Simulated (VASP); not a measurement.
Bi: single point with PBEsol

The system is Bi.

```
Bi
1.0
     3.57593    0.00000    0.00000
    -1.78796    3.09685    0.00000
     0.00000    0.00000    5.86388
Bi
2
Direct
  0.33333 0.66667 0.25000
  0.66667 0.33333 0.75000
```

This isn't the form of Bi at room conditions, which is rhombohedral.

* Program: VASP 6.6.1
* Task: single point
* Functional: PBEsol
* Potentials or basis: VASP PAW PBE potentials, release 64 (Bi_d)
* Cutoff: 520 eV
* k mesh: 12 × 12 × 6
* Occupations: fermi-dirac, width 0.1 eV
* Spin: no spin polarisation
* Dipole correction: no
* Further INCAR settings: ALGO = Normal; EDIFF = 1e-06; NBANDS = 22

The pressure is -4.1 GPa and the band gap on the k mesh is none (metal or under the smearing width).

Stress tensor (GPa, compression positive):
```
-4.36  0.00  0.00
 0.00 -4.36  0.00
 0.00  0.00 -3.43
```

Levels at points of the mesh, in eV from the Fermi level:
| k point | band 13 | band 14 | band 15 | band 16 | band 17 | band 18 |
| --- | --- | --- | --- | --- | --- | --- |
| (0.00, 0.00, 0.00) | -5.05 | 3.21 | 3.21 | 4.65 | 4.65 | 4.68 |
| (0.50, 0.00, 0.00) | -4.27 | -2.90 | -1.86 | 0.23 | 0.38 | 3.19 |
| (0.00, 0.00, 0.50) | -1.14 | -1.14 | 3.89 | 3.89 | 3.89 | 3.89 |
| (0.50, 0.00, 0.50) | -4.62 | -4.62 | 1.40 | 1.40 | 1.50 | 1.50 |

Wall time 100 s on 1 thread of Intel(R) Xeon(R) Platinum 8375C CPU @ 2.90GHz (Ice Lake), with other jobs on the host, peak memory 0.23 GiB.

Caveat: the PAW data sets were made with another functional, which shifts forces and pressure a little; spin-orbit coupling is left out, which moves the levels of the heavy elements.
